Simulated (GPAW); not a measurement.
# SiNi3 (Pm-3m) in GPAW: single point with LDA

Aim: the single point of SiNi3 with LDA.

All numbers are computed with GPAW 26.7.0; they aren't measurements. Logs are shortened: lines on timing, memory, paths and dates and some standing lists are left out, and cuts for length are marked. The log counts tension as positive stress, the text compression.

### 1 The structure

Symmetry: Pm-3m, No. 221, cubic system. Conventional cell: a = 3.542 Å, b = 3.542 Å, c = 3.542 Å, α = 90.00°, β = 90.00°, γ = 90.00°. Ni (site symmetry 4/mmm) is surrounded by 8 Ni at 2.50 Å and 4 Si at 2.50 Å. Si (site symmetry m-3m) is surrounded by 12 Ni at 2.50 Å.

### 2 Single point, LDA, collinear spin, ferromagnetic start

The input, run.py:

```python
from ase import Atoms
from ase.dft.bandgap import bandgap
from ase.io import write
from ase.units import GPa
from gpaw import GPAW, PW

atoms = Atoms(['Ni', 'Ni', 'Ni', 'Si'],
              cell=[[3.542, 0.0, 0.0],
                    [0.0, 3.542, 0.0],
                    [0.0, 0.0, 3.542]],
              scaled_positions=[[0.5, 0.5, 0.0],
                                [0.5, 0.0, 0.5],
                                [0.0, 0.5, 0.5],
                                [0.0, 0.0, 0.0]],
              pbc=True)
atoms.set_initial_magnetic_moments([2.0, 2.0, 2.0, 0.0])

calc = GPAW(mode=PW(500),
            xc='LDA',
            kpts={'size': (6, 6, 6), 'gamma': True},
            occupations={'name': 'fermi-dirac', 'width': 0.05},
            nbands=45,
            maxiter=120,
            txt='gpaw.txt')
atoms.calc = calc
energy = atoms.get_potential_energy()
forces = atoms.get_forces()
stress = atoms.get_stress()
calc.write('gs.gpw')
write('result.traj', atoms)
print(f'Energy: {energy:.6f} eV')
print('Forces (eV/A):')
print(forces.round(4))
print('Stress (GPa):', (stress / GPa).round(3))
print('Moments:', calc.get_magnetic_moments().round(3))
print('Fermi level:', round(calc.get_fermi_level(), 4), 'eV')
print(f'Gap: {bandgap(calc)[0]:.4f} eV, direct: {bandgap(calc, direct=True)[0]:.4f} eV')
```

Potentials or basis: the program's PAW data sets (release 1.2.1) made for this functional, pw.

Command:

```
OMP_NUM_THREADS=1 python run.py
```

gpaw.txt:

```text
__  _  _
 | _ |_)|_||  |
 |__||  | ||/\| - 26.7.0

Input parameters:
  mode=PW(ecut=500.0),
  kpts=MonkhorstPack(size=(6, 6, 6), gamma=True),
  maxiter=120,
  nbands=45,
  occupations=Occupations(name='fermi-dirac', width=0.05),
  xc=XC(name='LDA')

Diagonalizing LCAO Hamiltonian
Converting LCAO to pw mode
   .--------.
  /|        |
 * |        |
 |Ni        |
 | .-Ni-----.
 |/    Ni  /
 Si-------*

Atoms  # Å, Bohr magnetons
|   | symbol |        x |        y |        z |    initial magnetic moments |
|---|--------|----------|----------|----------|-----------------------------|
| 0 |     Ni | 1.771000 | 1.771000 | 0.000000 | ( 0.0000,  0.0000,  2.0000) |
| 1 |     Ni | 1.771000 | 0.000000 | 1.771000 | ( 0.0000,  0.0000,  2.0000) |
| 2 |     Ni | 0.000000 | 1.771000 | 1.771000 | ( 0.0000,  0.0000,  2.0000) |
| 3 |     Si | 0.000000 | 0.000000 | 0.000000 | ( 0.0000,  0.0000,  0.0000) |

Unit cell  # Å
| periodic |        x |        y |        z |  lengths |    angles |
|----------|----------|----------|----------|----------|-----------|
|      yes | 3.542000 | 0.000000 | 0.000000 | 3.542000 | 90.000000 |
|      yes | 0.000000 | 3.542000 | 0.000000 | 3.542000 | 90.000000 |
|      yes | 0.000000 | 0.000000 | 3.542000 | 3.542000 | 90.000000 |

Number of symmetries: 48
Symmetry operations  # r_c * U_cc + t_c -> r_c
|    | kind |            matrix            |
|----|------|------------------------------|
|  0 |  E   |  1, 0, 0,  0, 1, 0,  0, 0, 1 |
|  1 |  σ   |  1, 0, 0,  0, 1, 0,  0, 0,-1 |
|  2 |  σ   |  1, 0, 0,  0, 0, 1,  0, 1, 0 |
|  3 |  C4  |  1, 0, 0,  0, 0, 1,  0,-1, 0 |
|  4 |  C4  |  1, 0, 0,  0, 0,-1,  0, 1, 0 |
|  5 |  σ   |  1, 0, 0,  0, 0,-1,  0,-1, 0 |
|  6 |  σ   |  1, 0, 0,  0,-1, 0,  0, 0, 1 |
|  7 |  C2  |  1, 0, 0,  0,-1, 0,  0, 0,-1 |
|  8 |  σ   |  0, 1, 0,  1, 0, 0,  0, 0, 1 |
|  9 |  C2  |  0, 1, 0,  1, 0, 0,  0, 0,-1 |
| 10 |  C3  |  0, 1, 0,  0, 0, 1,  1, 0, 0 |
| 11 |  S6  |  0, 1, 0,  0, 0, 1, -1, 0, 0 |
| 12 |  S6  |  0, 1, 0,  0, 0,-1,  1, 0, 0 |
| 13 |  C3  |  0, 1, 0,  0, 0,-1, -1, 0, 0 |
| 14 |  C4  |  0, 1, 0, -1, 0, 0,  0, 0, 1 |
| 15 |  S4  |  0, 1, 0, -1, 0, 0,  0, 0,-1 |
| 16 |  C3  |  0, 0, 1,  1, 0, 0,  0, 1, 0 |
| 17 |  S6  |  0, 0, 1,  1, 0, 0,  0,-1, 0 |
| 18 |  σ   |  0, 0, 1,  0, 1, 0,  1, 0, 0 |
| 19 |  C4  |  0, 0, 1,  0, 1, 0, -1, 0, 0 |
| 20 |  C2  |  0, 0, 1,  0,-1, 0,  1, 0, 0 |
| 21 |  S4  |  0, 0, 1,  0,-1, 0, -1, 0, 0 |
| 22 |  S6  |  0, 0, 1, -1, 0, 0,  0, 1, 0 |
| 23 |  C3  |  0, 0, 1, -1, 0, 0,  0,-1, 0 |
| 24 |  S6  |  0, 0,-1,  1, 0, 0,  0, 1, 0 |
| 25 |  C3  |  0, 0,-1,  1, 0, 0,  0,-1, 0 |
| 26 |  C4  |  0, 0,-1,  0, 1, 0,  1, 0, 0 |
| 27 |  σ   |  0, 0,-1,  0, 1, 0, -1, 0, 0 |
| 28 |  S4  |  0, 0,-1,  0,-1, 0,  1, 0, 0 |
| 29 |  C2  |  0, 0,-1,  0,-1, 0, -1, 0, 0 |
| 30 |  C3  |  0, 0,-1, -1, 0, 0,  0, 1, 0 |
| 31 |  S6  |  0, 0,-1, -1, 0, 0,  0,-1, 0 |
| 32 |  C4  |  0,-1, 0,  1, 0, 0,  0, 0, 1 |
| 33 |  S4  |  0,-1, 0,  1, 0, 0,  0, 0,-1 |
[... 97 lines left out ...]
    cutoffs:
      filter: 1.86  # [Å]
      core: 2.06  # [Å]
    projectors
    | kind |    occ | energy [eV] | rcut [Å] |
    |------|--------|-------------|----------|
    |   3s |  2.000 |     -10.878 |    1.058 |
    |   3p |  2.000 |      -4.162 |    1.058 |
    |    s |        |      16.334 |    1.058 |
    |    p |        |      23.049 |    1.058 |
    |    d |        |       0.000 |    1.058 |

    Using partial waves for Si as LCAO basis

Reference energy: -131760.500793  # eV

eigensolver:
  PPCG
  Converge bands: occupied
  niter=2

density mixing:
  MSR1-Mixer
  Pratt-step length: 0.05
  Maximum mixing coefficient: 0.75
  Old densities: 10
  SVD Regularization: 0.005
  Good broyden scale: 1.0
  Trust region scale: 1.0
  Backstep threshold: 4.0
  History deletion threshold: 6.0
  Fourier metric: weight=20.0, sigma=0.015

occupation numbers:
  Fermi-Dirac:
    width: 0.0500  # eV

poisson solver:
  ecut: 4000.0  # eV

xc functional:
  name: None

convergence criteria:
- Maximum [total energy] change in last 3 cyles: 0.0005 eV / valence electron
- Maximum integral of absolute [dens]ity change: 0.0001 electrons / valence electron
- Maximum integral of absolute [eigenst]ate change: 4e-08 eV^2 / valence electron
maximum number of iterations: 120

SCF iterations
|iter     | |      energy | eigst |  dens |  magmom |
|---------|-|-------------|-------|-------|---------|
|iter:   1| |  -31.444559 | +0.61 |       |  +6.0060|
|iter:   2| |  -31.655582 | -1.30 | -0.93 |  +5.7851|
|iter:   3| |  -32.879081 | -2.46 | -0.99 |  +3.9854|
|iter:   4| |  -32.957373 | -2.08 | -1.01 |  +1.6056|
|iter:   5| |  -33.071724 | -3.05 | -1.53 |  +0.4135|
|iter:   6| |  -33.124453 | -3.35 | -1.75 |  -0.3231|
|iter:   7| |  -33.135133 | -4.04 | -1.92 |  -0.0221|
|iter:   8| |  -33.136893c| -4.78 | -2.47 |  +0.0016|
|iter:   9| |  -33.137000c| -5.84 | -3.07 |  -0.0033|
|iter:  10| |  -33.137001c| -7.56c| -3.81 |  -0.0009|
|iter:  11| |  -33.137002c| -8.66c| -4.56c|  +0.0005|

Converged in 11 steps
Energy contributions relative to reference atoms: (reference = -131760.500793)

Energy contributions:
  Kinetic:          11.506343
  Coulomb:          -5.334545
  Zero:              0.152596
  External:          0.000000
  Xc:              -39.454142
  Entropy:          -0.014508
  Spinorbit:         0.000000
  ----------------------------
  Free energy:     -33.144256
  Extrapolated:    -33.137002

dipole moment: (-14.955407, -14.955407, -14.955407)  # |e|*Ang

Total magnetic moment: (0.000000, 0.000000, 0.000489)

Local magnetic moments
|        x |        y |         z |
|----------|----------|-----------|
| 0.000000 | 0.000000 |  0.000184 |  # Ni   0
| 0.000000 | 0.000000 |  0.000184 |  # Ni   1
| 0.000000 | 0.000000 |  0.000184 |  # Ni   2
| 0.000000 | 0.000000 | -0.000005 |  # Si   3

Fermi level: 9.019
Eigenvalues  # (at kpt = [0.000, 0.000, 0.000])
| band index |      eig [eV] | occ [0-1] |      eig [eV] | occ [0-1] |
|------------|---------------|-----------|---------------|-----------|
|          0 |       -54.237 |     1.000 |       -54.236 |     1.000 |
|        ... |               |           |               |           |
|         17 |         7.473 |     1.000 |         7.473 |     1.000 |
|         18 |         7.473 |     1.000 |         7.473 |     1.000 |
|         19 |         8.062 |     1.000 |         8.062 |     1.000 |
|         20 |         8.062 |     1.000 |         8.062 |     1.000 |
|         21 |         8.062 |     1.000 |         8.062 |     1.000 |
|         22 |         8.410 |     1.000 |         8.411 |     1.000 |
[... 8 lines left out ...]
|         31 |        19.135 |     0.000 |        19.135 |     0.000 |
|         32 |        19.135 |     0.000 |        19.135 |     0.000 |
|        ... |               |           |               |           |
|         44 |        33.751 |     0.000 |        33.750 |     0.000 |

No gap
No difference between direct/indirect transitions

Forces  # eV/Ang
|        x |        y |       z |
|----------|----------|---------|
|  0.00000 |  0.00000 | 0.00000 |  # Ni   0
| -0.00000 |  0.00000 | 0.00000 |  # Ni   1
|  0.00000 | -0.00000 | 0.00000 |  # Ni   2
|  0.00000 | -0.00000 | 0.00000 |  # Si   3

Stress tensor  # eV/Ang^3
|        x |        y |        z |
|----------|----------|----------|
| 0.118861 | 0.000000 | 0.000000 |
| 0.000000 | 0.118861 | 0.000000 |
| 0.000000 | 0.000000 | 0.118861 |

# Writing to gs.gpw (mode='')
```

Run time: 45 s. Hardware: 1 thread of AMD EPYC 7R43 (Zen 3), shared host; peak memory 0.17 GiB.

What came out:

| Property | Result |
| --- | --- |
| Free energy | -33.1443 eV |
| Pressure | -19.0 GPa |
| Band gap on the k mesh | none (metal or under the smearing width) |
| Net moment | 0.00 μB per cell |

Levels at points of the mesh, in eV from the Fermi level:
Spin up:
```
           k point  band 24  band 25  band 26  band 27  band 28  band 29
(0.00, 0.00, 0.00)    -0.61    -0.30     0.01     0.01     0.01     4.47
(0.50, 0.00, 0.00)    -1.15    -0.54     0.01     3.50     3.50     4.74
(0.50, 0.50, 0.00)    -1.11    -1.02    -0.97     0.63     0.63     5.47
(0.50, 0.50, 0.50)    -1.24    -0.51    -0.22    -0.22    -0.22     1.08
```
Spin down:
| k point | band 24 | band 25 | band 26 | band 27 | band 28 | band 29 |
| --- | --- | --- | --- | --- | --- | --- |
| (0.00, 0.00, 0.00) | -0.61 | -0.30 | 0.01 | 0.01 | 0.01 | 4.47 |
| (0.50, 0.00, 0.00) | -1.15 | -0.54 | 0.01 | 3.50 | 3.50 | 4.74 |
| (0.50, 0.50, 0.00) | -1.10 | -1.02 | -0.97 | 0.63 | 0.63 | 5.47 |
| (0.50, 0.50, 0.50) | -1.24 | -0.51 | -0.22 | -0.22 | -0.22 | 1.08 |

Caveat: the cutoff is short for stress and forces, so pressures can be off by a GPa or more; the starting moments collapsed, and a magnetic state may lie lower; the stock nickel data set gives pressures a few GPa off other programs; so large a pressure means that the cell lies far from this level's equilibrium, or that cutoff or potentials fall short.
